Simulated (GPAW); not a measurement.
# CdSe (Cadmoselite) (P6_3mc) in GPAW: convergence with smearing function

Aim: find how far smearing function must go before the results for CdSe (Cadmoselite) settle, at PBEsol. This setting moves, with any that are tied to it; all else stays.

Everything below comes from runs of GPAW 26.7.0. Logs are shortened: lines on timing, memory, paths and dates and some standing lists are left out, and cuts for length are marked. The log counts tension as positive stress, the text compression.

## (1) Starting point

The structure is hexagonal, space group P6_3mc (No. 186). Conventional cell: a = 4.300 Å, b = 4.300 Å, c = 7.020 Å, α = 90.00°, β = 90.00°, γ = 120.00°. Cd (site symmetry 3m) is surrounded by 4 Se at 2.61 to 2.70 Å. Around Se (site symmetry 3m) lie 4 Cd at 2.61 to 2.70 Å.

## (2) With smearing function fermi-dirac

File run.py:

```python
from ase import Atoms
from ase.dft.bandgap import bandgap
from ase.io import write
from ase.units import GPa
from gpaw import GPAW, PW, setup_paths

setup_paths.insert(0, '.')

atoms = Atoms(['Cd', 'Cd', 'Se', 'Se'],
              cell=[[4.3, 0.0, 0.0],
                    [-2.15, 3.7239092363, 0.0],
                    [0.0, 0.0, 7.02]],
              scaled_positions=[[0.6666666667, 0.3333333333, 0.5],
                                [0.3333333333, 0.6666666667, 0.0],
                                [0.6666666667, 0.3333333333, 0.885],
                                [0.3333333333, 0.6666666667, 0.385]],
              pbc=True)

calc = GPAW(mode=PW(600),
            xc='PBEsol',
            kpts={'size': (5, 5, 3), 'gamma': True},
            occupations={'name': 'fermi-dirac', 'width': 0.1},
            nbands=31,
            convergence={'density': 1e-05, 'energy': 1e-05},
            maxiter=100,
            txt='gpaw.txt')
atoms.calc = calc
energy = atoms.get_potential_energy()
forces = atoms.get_forces()
stress = atoms.get_stress()
calc.write('gs.gpw')
write('result.traj', atoms)
print(f'Energy: {energy:.6f} eV')
print('Forces (eV/A):')
print(forces.round(4))
print('Stress (GPa):', (stress / GPa).round(3))
print('Fermi level:', round(calc.get_fermi_level(), 4), 'eV')
print(f'Gap: {bandgap(calc)[0]:.4f} eV, direct: {bandgap(calc, direct=True)[0]:.4f} eV')
```

Potentials or basis: PAW data sets generated in the run's folder for this functional, pw.

Launch:

```console
> gpaw-setup -f PBEsol Cd Se
> OMP_NUM_THREADS=1 python run.py
```

gpaw.txt:

```text
__  _  _
 | _ |_)|_||  |
 |__||  | ||/\| - 26.7.0

Input parameters:
  mode=PW(ecut=600.0),
  convergence={'density': 1e-05, 'energy': 1e-05},
  kpts=MonkhorstPack(size=(5, 5, 3), gamma=True),
  maxiter=100,
  nbands=31,
  occupations=Occupations(name='fermi-dirac', width=0.1),
  xc=XC(name='PBEsol')

Diagonalizing LCAO Hamiltonian
Converting LCAO to pw mode

            Se

        Se  Cd

        Cd

Atoms  # Å, Bohr magnetons
|   | symbol |         x |        y |        z |    initial magnetic moments |
|---|--------|-----------|----------|----------|-----------------------------|
| 0 |     Cd |  2.150000 | 1.241303 | 3.510000 | ( 0.0000,  0.0000,  0.0000) |
| 1 |     Cd | -0.000000 | 2.482606 | 0.000000 | ( 0.0000,  0.0000,  0.0000) |
| 2 |     Se |  2.150000 | 1.241303 | 6.212700 | ( 0.0000,  0.0000,  0.0000) |
| 3 |     Se | -0.000000 | 2.482606 | 2.702700 | ( 0.0000,  0.0000,  0.0000) |

Unit cell  # Å
| periodic |         x |        y |        z |  lengths |     angles |
|----------|-----------|----------|----------|----------|------------|
|      yes |  4.300000 | 0.000000 | 0.000000 | 4.300000 |  90.000000 |
|      yes | -2.150000 | 3.723909 | 0.000000 | 4.300000 |  90.000000 |
|      yes |  0.000000 | 0.000000 | 7.020000 | 7.020000 | 120.000000 |

Number of symmetries: 6
Symmetry operations  # r_c * U_cc + t_c -> r_c
|   | kind |            matrix            |
|---|------|------------------------------|
| 0 |  σ   |  1, 1, 0,  0,-1, 0,  0, 0, 1 |
| 1 |  E   |  1, 0, 0,  0, 1, 0,  0, 0, 1 |
| 2 |  C3  |  0, 1, 0, -1,-1, 0,  0, 0, 1 |
| 3 |  σ   |  0,-1, 0, -1, 0, 0,  0, 0, 1 |
| 4 |  σ   | -1, 0, 0,  1, 1, 0,  0, 0, 1 |
| 5 |  C3  | -1,-1, 0,  1, 0, 0,  0, 0, 1 |

BZ-sampling:
  Number of BZ points: 75
  Number of IBZ points: 12

  Monkhorst-Pack size: [5, 5, 3]
  Monkhorst-Pack shift: [0, 0, 0]

K-points  # in reciprocal-cell coordinates
|     |                                coordinates |     weight |
|-----|--------------------------------------------|------------|
|   0 | (  0.00000000,   0.00000000,   0.00000000) | 0.01333333 |
|   1 | (  0.00000000,   0.00000000,   0.33333333) | 0.02666667 |
|   2 | (  0.20000000,   0.00000000,  -0.33333333) | 0.08000000 |
|   3 | (  0.20000000,   0.00000000,   0.00000000) | 0.08000000 |
|   4 | (  0.20000000,   0.00000000,   0.33333333) | 0.08000000 |
|   5 | (  0.40000000,  -0.20000000,   0.00000000) | 0.08000000 |
|   6 | (  0.40000000,  -0.20000000,   0.33333333) | 0.16000000 |
|   7 | (  0.40000000,   0.00000000,  -0.33333333) | 0.08000000 |
|   8 | (  0.40000000,   0.00000000,   0.00000000) | 0.08000000 |
|   9 | (  0.40000000,   0.00000000,   0.33333333) | 0.08000000 |
| ... |                                            |            |
|  11 | (  0.40000000,   0.40000000,   0.33333333) | 0.16000000 |

Plane wave coefficients: 3791
Cutoff: 600.0 eV

Spin-components: 1 (collinear spins)
Bands:           31
Projectors:      22
Spin-degeneracy: 2
Datatype:        complex128

Parallelization:
  kpt:    1
  domain: 1
  band:   1

Density:
  Valence electrons: 36.0
  Components: 1
  Grid points: [25 25 40]
  Charge: 0.0  # |e|

Potential:
  Grid points: [25 25 40]

species:
  Cd:
    name:    Cadmium
    Z:       48.0
    valence: 12
    core:    36
    charge:  0.0  # [|e|]
    compensation charges:
      type: gauss
      rc: 0.38  # [Å]
      lmax: 2
    cutoffs:
      filter: 2.12  # [Å]
      core: 2.62  # [Å]
    projectors
    | kind |    occ | energy [eV] | rcut [Å] |
    |------|--------|-------------|----------|
    |   5s |  2.000 |      -5.696 |    1.191 |
    |   5p |  0.000 |      -1.145 |    1.228 |
    |   4d | 10.000 |     -11.735 |    1.164 |
    |    s |        |      21.516 |    1.191 |
    |    p |        |      26.066 |    1.228 |
    |    d |        |      15.476 |    1.164 |

    Using partial waves for Cd as LCAO basis

  Se:
    name:    Selenium
    Z:       34.0
    valence: 6
    core:    28
    charge:  0.0  # [|e|]
    compensation charges:
      type: gauss
      rc: 0.27  # [Å]
      lmax: 2
    cutoffs:
      filter: 1.77  # [Å]
      core: 2.67  # [Å]
    projectors
    | kind |    occ | energy [eV] | rcut [Å] |
    |------|--------|-------------|----------|
    |   4s |  2.000 |     -17.281 |    0.847 |
    |   4p |  4.000 |      -6.511 |    1.005 |
    |    s |        |       9.930 |    0.847 |
    |    p |        |      20.700 |    1.005 |
    |    d |        |       0.000 |    0.847 |

    Using partial waves for Se as LCAO basis

Reference energy: -436321.283909  # eV

eigensolver:
  PPCG
  Converge bands: occupied
  niter=2

density mixing:
  MSR1-Mixer
  Pratt-step length: 0.05
  Maximum mixing coefficient: 0.75
  Old densities: 10
  SVD Regularization: 0.005
  Good broyden scale: 1.0
  Trust region scale: 1.0
  Backstep threshold: 4.0
  History deletion threshold: 6.0
  Fourier metric: weight=20.0, sigma=0.015

occupation numbers:
  Fermi-Dirac:
    width: 0.1000  # eV

poisson solver:
  ecut: 4800.0  # eV

xc functional:
  name: PBEsol with 2 nearest neighbor stencil

convergence criteria:
- Maximum integral of absolute [dens]ity change: 1e-05 electrons / valence electron
- Maximum [total energy] change in last 3 cyles: 1e-05 eV / valence electron
- Maximum integral of absolute [eigenst]ate change: 4e-08 eV^2 / valence electron
maximum number of iterations: 100

SCF iterations
|iter     | |      energy | eigst |  dens |
|---------|-|-------------|-------|-------|
|iter:   1| |  -13.402190 | -0.56 |       |
|iter:   2| |  -13.257105 | -2.51 | -1.20 |
|iter:   3| |  -12.724451 | -1.53 | -1.24 |
|iter:   4| |  -12.717600 | -3.37 | -1.80 |
|iter:   5| |  -12.716005 | -3.79 | -2.27 |
|iter:   6| |  -12.716026 | -5.25 | -3.00 |
|iter:   7| |  -12.716030c| -6.36 | -3.57 |
|iter:   8| |  -12.716030c| -7.12 | -4.09 |
|iter:   9| |  -12.716030c| -7.86c| -4.92 |
|iter:  10| |  -12.716030c| -8.18c| -5.36c|

Converged in 10 steps
Energy contributions relative to reference atoms: (reference = -436321.283909)

Energy contributions:
  Kinetic:          34.610040
  Coulomb:         -31.421000
  Zero:              0.113561
  External:          0.000000
  Xc:              -16.017368
  Entropy:          -0.002526
  Spinorbit:         0.000000
  ----------------------------
  Free energy:     -12.717293
  Extrapolated:    -12.716030

dipole moment: (0.000005, 0.000011, -18.380389)  # |e|*Ang

Fermi level: 3.863
Eigenvalues  # (at kpt = [0.000, 0.000, 0.000])
| band index |      eig [eV] | occ [0-2] |
|------------|---------------|-----------|
|          0 |        -9.123 |     2.000 |
|        ... |               |           |
|         10 |        -3.943 |     2.000 |
|         11 |        -3.663 |     2.000 |
|         12 |        -0.804 |     2.000 |
|         13 |         2.769 |     2.000 |
|         14 |         2.769 |     2.000 |
|         15 |         3.488 |     1.954 |
[... 8 lines left out ...]
|         24 |        10.405 |     0.000 |
|         25 |        11.070 |     0.000 |
|        ... |               |           |
|         30 |        14.412 |     0.000 |

Gap: 0.570 eV
Transition (v -> c):
  (s=0, k=0, n=17, [0.00, 0.00, 0.00]) -> (s=0, k=0, n=18, [0.00, 0.00, 0.00])
No difference between direct/indirect transitions

Forces  # eV/Ang
|        x |       y |        z |
|----------|---------|----------|
|  0.00000 | 0.00000 |  0.26944 |  # Cd   0
|  0.00000 | 0.00000 |  0.26968 |  # Cd   1
| -0.00000 | 0.00000 | -0.26965 |  # Se   2
|  0.00000 | 0.00000 | -0.26957 |  # Se   3

Stress tensor  # eV/Ang^3
|         x |         y |         z |
|-----------|-----------|-----------|
| -0.003966 |  0.000000 | -0.000000 |
|  0.000000 | -0.003966 |  0.000000 |
| -0.000000 |  0.000000 |  0.007726 |

# Writing to gs.gpw (mode='')
```

stdout:

```text
Energy: -12.716030 eV
Forces (eV/A):
[[ 0.      0.      0.2694]
 [ 0.      0.      0.2697]
 [-0.      0.     -0.2696]
 [ 0.      0.     -0.2696]]
Stress (GPa): [-0.635 -0.635  1.238  0.    -0.     0.   ]
Fermi level: 3.8633 eV
Gap: 0.5698 eV, direct: 0.5698 eV
```

It took 28 s on 1 thread of Arm Neoverse V1, shared host; peak memory 0.2 GiB.

Results:

```
Free energy            : -12.7173 eV
Pressure               : 0.0 GPa
Largest force          : 0.270 eV/Å
Band gap on the k mesh : 0.57 eV, direct
```

## (3) With smearing function gaussian

Changes to run.py since step 2:

```diff
@@ -21,3 +21,3 @@
             kpts={'size': (5, 5, 3), 'gamma': True},
-            occupations={'name': 'fermi-dirac', 'width': 0.1},
+            occupations={'name': 'methfessel-paxton', 'order': 0, 'width': 0.1},
             nbands=31,
```

Potentials or basis: PAW data sets generated in the run's folder for this functional, pw.

Launch:

```console
> gpaw-setup -f PBEsol Cd Se
> OMP_NUM_THREADS=1 python run.py
```

Wall time 28 s (1 thread of Arm Neoverse V1, shared host); peak memory 0.2 GiB.

Results (log left out):

```
Free energy            : -12.7167 eV
Pressure               : 0.0 GPa
Largest force          : 0.269 eV/Å
Band gap on the k mesh : 0.57 eV, direct
```

## (4) With smearing function marzari-vanderbilt

Changes to run.py since step 3:

```diff
@@ -21,3 +21,3 @@
             kpts={'size': (5, 5, 3), 'gamma': True},
-            occupations={'name': 'methfessel-paxton', 'order': 0, 'width': 0.1},
+            occupations={'name': 'marzari-vanderbilt', 'width': 0.1},
             nbands=31,
```

Launch:

```console
> gpaw-setup -f PBEsol Cd Se
> OMP_NUM_THREADS=1 python run.py
```

It took 28 s on 1 thread of Arm Neoverse V1, shared host; peak memory 0.2 GiB.

Results (log left out):

| Item | Value |
| --- | --- |
| Free energy | -12.7160 eV |
| Pressure | 0.0 GPa |
| Largest force | 0.269 eV/Å |
| Band gap on the k mesh | 0.57 eV, direct |

## (5) With smearing function methfessel-paxton

Changes to run.py since step 4:

```diff
@@ -21,3 +21,3 @@
             kpts={'size': (5, 5, 3), 'gamma': True},
-            occupations={'name': 'marzari-vanderbilt', 'width': 0.1},
+            occupations={'name': 'methfessel-paxton', 'width': 0.1, 'order': 1},
             nbands=31,
```

Launch:

```console
> gpaw-setup -f PBEsol Cd Se
> OMP_NUM_THREADS=1 python run.py
```

It took 28 s on 1 thread of Arm Neoverse V1, shared host; peak memory 0.2 GiB.

It converged, with:

```
Free energy            : -12.7165 eV
Pressure               : 0.0 GPa
Largest force          : 0.269 eV/Å
Band gap on the k mesh : 0.57 eV, direct
```

## (6) With smearing function tetrahedron-method

Changes to run.py since step 5:

```diff
@@ -21,3 +21,3 @@
             kpts={'size': (5, 5, 3), 'gamma': True},
-            occupations={'name': 'methfessel-paxton', 'width': 0.1, 'order': 1},
+            occupations={'name': 'tetrahedron-method'},
             nbands=31,
```

Potentials or basis: PAW data sets generated in the run's folder for this functional, pw.

Launch:

```console
> gpaw-setup -f PBEsol Cd Se
> OMP_NUM_THREADS=1 python run.py
```

Run time: 28 s. Hardware: 1 thread of Arm Neoverse V1, shared host; peak memory 0.2 GiB.

It converged, with:

| Property | Result |
| --- | --- |
| Free energy | -12.7167 eV |
| Pressure | 0.0 GPa |
| Largest force | 0.269 eV/Å |
| Band gap on the k mesh | 0.57 eV, direct |

## (7) With smearing function improved-tetrahedron-method

Changes to run.py since step 6:

```diff
@@ -21,3 +21,3 @@
             kpts={'size': (5, 5, 3), 'gamma': True},
-            occupations={'name': 'tetrahedron-method'},
+            occupations={'name': 'improved-tetrahedron-method'},
             nbands=31,
```

Launch:

```console
> gpaw-setup -f PBEsol Cd Se
> OMP_NUM_THREADS=1 python run.py
```

It took 28 s on 1 thread of Arm Neoverse V1, shared host; peak memory 0.2 GiB.

It converged, with:

* Free energy: -12.7167 eV
* Pressure: 0.0 GPa
* Largest force: 0.269 eV/Å
* Band gap on the k mesh: 0.57 eV, direct

## (8) With smearing function fixed

Changes to run.py since step 7:

```diff
@@ -21,3 +21,3 @@
             kpts={'size': (5, 5, 3), 'gamma': True},
-            occupations={'name': 'improved-tetrahedron-method'},
+            occupations={'width': 0.0},
             nbands=31,
```

Launch:

```console
> gpaw-setup -f PBEsol Cd Se
> OMP_NUM_THREADS=1 python run.py
```

Wall time 28 s (1 thread of Arm Neoverse V1, shared host); peak memory 0.2 GiB.

It converged, with:

* Free energy: -12.7167 eV
* Pressure: 0.0 GPa
* Largest force: 0.269 eV/Å
* Band gap on the k mesh: 0.57 eV, direct

## (9) Result

| smearing function | energy less the tightest run, at zero smearing (meV/atom) | SCF cycles | CPU time (s) | peak memory (GiB) |
| --- | --- | --- | --- | --- |
| fermi-dirac | 0.16 | 10 | 28 | 0.2 |
| gaussian | 0.00 | 10 | 28 | 0.2 |
| marzari-vanderbilt | 0.16 | 10 | 28 | 0.2 |
| methfessel-paxton | 0.04 | 10 | 28 | 0.2 |
| tetrahedron-method | 0.00 | 10 | 28 | 0.2 |
| improved-tetrahedron-method | 0.00 | 10 | 28 | 0.2 |
| fixed | 0.00 | 10 | 28 | 0.2 |

Against the tightest run, the energy stays within 1 meV/atom from fermi-dirac on. The tightest run that finished is the yardstick and may itself not be fully converged.
